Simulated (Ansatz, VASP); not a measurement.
**Two plane-wave programs on NaF**

POSCAR

```
NaF
1.0
    0.0000000000      2.0619287500      2.3233000000
    2.5846712500      0.0000000000      2.3233000000
    2.5846712500      2.0619287500      0.0000000000
Na F
1 1
Direct
    0.0000000000      0.0000000000      0.0000000000
    0.5000000000      0.5000000000      0.5000000000
```

The input INCAR.step1:

```
SYSTEM = NaF
PREC = Accurate ; ENCUT = 520
ISMEAR = 0 ; SIGMA = 0.05
LREAL = .False. ; LASPH = .True.
NELM = 80 ; NBANDS = 14
GGA = PE ; ALGO = Normal
EDIFF = 1E-4 ; LWAVE = .True.
LCHARG = .False.
```

The input INCAR.step2:

```
SYSTEM = NaF
PREC = Accurate ; ENCUT = 520
EDIFF = 1E-6 ; ISMEAR = 0
SIGMA = 0.05 ; LREAL = .False.
LASPH = .True. ; NELM = 80
ALGO = Normal ; ISIF = 2
LWAVE = .False. ; LCHARG = .False.
METAGGA = R2SCAN ; LMIXTAU = .True.
NBANDS = 14 ; ISTART = 1
```

KPOINTS

```
regular mesh
0
Gamma
  8 8 8
  0 0 0
```

Input for Ansatz:

```yaml
crystal:
  lattice:
    - [0.0, 2.06192875, 2.3233]
    - [2.58467125, 0.0, 2.3233]
    - [2.58467125, 2.06192875, 0.0]
  atoms:
    - { symbol: Na, position: [0.0, 0.0, 0.0] }
    - { symbol: F, position: [0.5, 0.5, 0.5] }
basis:
  ecutwfc: 500
kpoints:
  mp_grid: { grid: [8, 8, 8] }
hamiltonian:
  xc: r2scan
scf:
  occupations: { method: gaussian, width: 0.05 }
output:
  forces: true
  stress: true
  eigenvalues: true
```

Change from the starting cell: strain +0.1125 x Voigt [1, -1, 0, 0, 0, 0], atoms carried along.

Alike in both runs: task single point; functional r2SCAN; k mesh 8 × 8 × 8; occupations gaussian, width 0.05 eV; no spin polarisation.

|  | VASP | Ansatz |
| --- | --- | --- |
| version | VASP 6.6.1 | Ansatz 0.2.0 |
| potentials or method | VASP PAW PBE potentials, release 64 (Na_pv, F) | scalar-relativistic, plane waves, PAW |
| plane-wave cutoff (eV) | 520 | 500 |
| valence electrons in the cell | 14 | 16 |

```tsv
	VASP	Ansatz	Ansatz less VASP
gap on the k mesh at the Fermi level (eV)	7.04	7.04	-0.003
least direct gap on the mesh (eV)	7.04	7.04	-0.003
pressure (GPa)	3.8	4.2	+0.40
largest component of the traceless stress (GPa)	14.96	14.55	-0.407
```

The functional is the same, so the differences come from potentials, cutoffs and numerics. The two sets of potentials don't hold the same shells in valence.

Caveats: the PAW data sets were made with another functional, which shifts forces and pressure a little (VASP).
